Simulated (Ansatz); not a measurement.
**Ga2O3 (C2/m), ideal shear of a crystal plane**

These are results of DFT PBE, scalar-relativistic, plane waves, PAW in Ansatz, not measurements. Cutoff 420 eV, Γ-centred 5×9×3 k-points, Gaussian smearing of 0.05 eV. No spin polarisation. Energies are free energies at this smearing, counted from the undisturbed cell; pressure is positive in compression.

Reference structure (relaxed at this level):

```
Ga O
1.0
     1.40272    0.00000   -5.70769
     0.00000    3.08351    0.00000
    11.05214    0.00000    5.73068
Ga O
8 12
Direct
  0.29519 0.00000 0.83991
  0.79519 0.50000 0.33991
  0.70481 0.00000 0.66009
  0.20481 0.50000 0.16009
  0.34430 0.00000 0.40850
  0.84430 0.50000 0.90850
  0.65570 0.00000 0.09150
  0.15570 0.50000 0.59150
  0.05428 0.00000 0.91349
  0.55428 0.50000 0.41349
  0.94572 0.00000 0.58651
  0.44572 0.50000 0.08651
  0.60934 0.00000 0.92370
  0.10934 0.50000 0.42370
  0.39066 0.00000 0.57630
  0.89066 0.50000 0.07630
  0.23934 0.00000 0.24602
  0.73934 0.50000 0.74602
  0.76066 0.00000 0.25398
  0.26066 0.50000 0.75398
```

The cut lies on the cell's a–b face, a (1 0 0) plane (indices in the standard cell, whose axes needn't be the Cartesian ones shown) of area 18.12 Å², between layers 1.85 Å apart. Vector c is tilted by f times 1·a + 0·b (length 5.878 Å) with the atoms' Cartesian places fixed: one unrelaxed fault a cell. The traction is dγ/du, the slope of γ against the slip u in Å.

```csv
f,γ (mJ/m²),traction (GPa)
0.0000,0,0.0
0.1000,729,22.4
0.2000,2137,19.8
0.3000,2521,-8.0
0.4000,1549,-19.8
0.5000,747,-4.4
0.6000,1116,15.3
0.8000,2025,-15.0
```

Read off the first barrier and the stress needed to climb it, and compare with Frenkel's sinusoid.

The traction changes sign between f = 0.200 and 0.300, so by linear interpolation the first maximum lies at f = 0.271, a slip of 1.59 Å, with γ ≈ 2581 mJ/m², which stands in for the unstable fault energy γ_us, and the steepest sampled slope before it is 22.4 GPa. A sinusoid γ = γ_us sin²(πu/λ) with its maximum there has λ = 3.19 Å and a largest slope πγ_us/λ = 25.4 GPa (1 mJ/m² per Å = 0.01 GPa).

Is there a metastable fault on this line?

The samples dip to a local minimum of 747 mJ/m² at f = 0.500. If it survives relaxation and slip across the line, it is a planar fault that lets a dislocation split into partials, more widely the lower its energy (an antiphase boundary, where the slip puts unlike atoms in each other's places).

The cut is rigid; relaxing the faces lowers these energies and usually the stresses.

Cost: 8 runs of about 14 core-minutes in all, on Intel Xeon Processor @ 2.50GHz (Skylake/Cascade Lake) (shared hosts).